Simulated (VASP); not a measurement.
**A VASP 6.6.1 single-point calculation on BN**

INCAR

```
EDIFF = 1E-7
NSW = 0
ISMEAR = -4
ISIF = 2
LWAVE = .FALSE.
NELM = 67
ALGO = Normal
METAGGA = R2SCAN
LCHARG = .FALSE.
ENCUT = 520
SIGMA = 0.005
IBRION = -1
PREC = Accurate
LASPH = .TRUE.
LREAL = .FALSE.
NBANDS = 11
```

KPOINTS

```
KPOINTS created by Atomic Simulation Environment
0
Gamma
12 12 12
0 0 0
```

POSCAR

```
B  N
 1.0000000000000000
    -0.0000000000000000    1.8048254650102595    1.8048254650102595
     1.8048254650102595   -0.0000000000000000    1.8048254650102595
     1.8048254650102595    1.8048254650102595    0.0000000000000000
 B   N
   1   1
Cartesian
  0.0000000000000000  0.0000000000000000 -0.0000000000000000
  0.9024127325051298  0.9024127325051298  0.9024127325051298
```

The recommended PBE PAW datasets give the neutral cell 8 valence electrons.

Command

```
mpirun -np 1 vasp_std
```

Q: How does this run end, and what does it give?

A: It converged. Results: gap between bands v and c on the k mesh 4.98 eV; least direct gap on the k mesh 9.55 eV; pressure 1.1 GPa. Band v is the last that the valence electrons fill when counted band by band, and c is the next.

OSZICAR

```
N       E                     dE             d eps       ncg     rms          rms(c)
DAV:   1     0.675831121892E+01    0.67583E+01   -0.53986E+03  1616   0.758E+02
DAV:   2    -0.218842659693E+02   -0.28643E+02   -0.27931E+02  1879   0.169E+02
DAV:   3    -0.224193105568E+02   -0.53504E+00   -0.53417E+00  1884   0.197E+01
DAV:   4    -0.224199775224E+02   -0.66697E-03   -0.66696E-03  1707   0.778E-01
DAV:   5    -0.224199781600E+02   -0.63762E-06   -0.63762E-06  1812   0.241E-02    0.664E+00
DAV:   6    -0.191766889913E+02    0.32433E+01   -0.18725E+00  1584   0.796E+00    0.359E+00
DAV:   7    -0.191723900252E+02    0.42990E-02   -0.26563E-01  1645   0.382E+00    0.185E+00
DAV:   8    -0.191720799614E+02    0.31006E-03   -0.43453E-02  1713   0.135E+00    0.171E-01
DAV:   9    -0.191715783430E+02    0.50162E-03   -0.63578E-03  1809   0.540E-01    0.997E-02
DAV:  10    -0.191715610560E+02    0.17287E-04   -0.48008E-04  1719   0.167E-01    0.323E-02
DAV:  11    -0.191715626413E+02   -0.15853E-05   -0.42645E-05  1776   0.505E-02    0.821E-03
DAV:  12    -0.191715635858E+02   -0.94456E-06   -0.12806E-06  1746   0.102E-02    0.150E-03
DAV:  13    -0.191715636815E+02   -0.95659E-07   -0.20203E-07  1330   0.295E-03
   1 F= -.19171564E+02 E0= -.19171564E+02  d E =0.000000E+00
```

For comparison, a separate r²SCAN run of the intended cell, on usual settings and not on those above, gives a gap of 4.98 eV on its mesh and a pressure of 1.1 GPa.
